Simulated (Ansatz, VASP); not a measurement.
## Ti2Al11 in VASP and in Ansatz

```xyz
13
Lattice="5.0625 0.0000 0.0000 2.1767 4.5706 0.0000 0.0000 0.0000 25.1081" Properties=species:S:1:pos:R:3 pbc="T T T"
Al    2.5312    0.0000    8.5000
Al    1.0883    2.2853    8.5000
Al    0.0000    0.0000    9.8514
Al    1.0883    2.2853   11.2027
Al    2.5312    0.0000   11.2027
Al    3.6196    2.2853   12.6796
Al    2.5312    0.0000   13.8999
Al    1.0883    2.2853   13.8999
Al    0.0000    0.0000   15.3350
Al    1.0883    2.2853   16.6146
Al    2.5312    0.0000   16.6146
Ti    3.6196    2.2853    9.8514
Ti    0.0000    0.0000   12.5809
```

Change from the starting cell: Ti vacancy, atoms relaxed.

Alike in both runs: functional PBE; dispersion D3(BJ); k mesh 6 × 6 × 1; occupations gaussian, width 0.1 eV; no spin polarisation.

Ansatz relaxed the structure, and its values are those at the end. VASP's run is a single point on that final structure, the one shown.

|  | VASP | Ansatz |
| --- | --- | --- |
| version | VASP 6.6.1 | Ansatz 0.2.0 |
| potentials or method | VASP PAW PBE potentials, release 64 (Al, Ti_sv) | scalar-relativistic, plane waves, PAW |
| plane-wave cutoff (eV) | 520 | 420 |
| valence electrons in the cell | 57 | 57 |

```csv
,VASP,Ansatz,Ansatz less VASP
gap on the k mesh at the Fermi level (eV),none,none,-
rms of the force components (eV/Å),0.147,0.147,0.0000
"work function, face that differs most (eV)",4.20,4.19,-0.003
```

A gap of «none» marks a metal or a gap that the smearing closes.
